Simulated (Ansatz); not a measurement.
**Pb: one input, then a changed one**

Structure from Materials Project entry mp-20483 (possibly hypothetical), not relaxed further.

First run: DFT, LDA, PAW with Ansatz's default frozen-core files, fully relativistic files with spin-orbit coupling (Ansatz 0.2.0).

Command: `ansatz run input.yaml --threads 1 --pin off --max-ram 2048MiB --backend cpu --events-out ev --progress --plain --runs-dir out` The run took 17 s on 1 thread of Arm Neoverse V1 (shared host), peak memory 0.55 GiB.

```yaml
crystal:
  lattice:
    - [0.0, 2.4947547435, 2.4947547435]
    - [2.4947547435, 0.0, 2.4947547435]
    - [2.4947547435, 2.4947547435, 0.0]
  atoms:
    - { symbol: Pb, position: [0.0, 0.0, 0.0] }
kpoints:
  mp_grid: { grid: [13, 13, 13] }
  band_path:
    path:
      - [0.0, 0.0, 0.0]
      - [0.5, 0.0, 0.5]
      - [0.625, 0.25, 0.625]
      - [0.375, 0.375, 0.75]
      - [0.0, 0.0, 0.0]
      - [0.5, 0.5, 0.5]
      - [0.5, 0.25, 0.75]
      - [0.5, 0.0, 0.5]
    npoints: 5
scf:
  occupations: { method: fermi_dirac, width: 0.05 }
hamiltonian:
  xc: lda
  pseudopotentials: { kind: paw_fr }
output:
  forces: true
  stress: true
  eigenvalues: true
  efg: { contact_densities: true }
magnetization:
  noncollinear: true
  spin_orbit: true
```

Result: converged; pressure -2.64 GPa; no gap on the k mesh; 6 SCF iterations.

A second run of a changed input logged this at its end:

```
Error: YAML parse error: error: line 35 column 11: expected string scalar
  --> <input>:35:11
   |
33 |   noncollinear: true
34 |   spin_orbit: true
35 | accuracy: [1, 2]
   |           ^ expected string scalar
```

Task: What was wrong with the input?

Result: A value of the wrong type, by this change (others could give a like log):
```diff
@@ -21,4 +21,5 @@
 scf:
   occupations: { method: fermi_dirac, width: 0.05 }
+  max_iter: 50
 hamiltonian:
   xc: lda
@@ -32,3 +33,4 @@
   noncollinear: true
   spin_orbit: true
+accuracy: [1, 2]
```
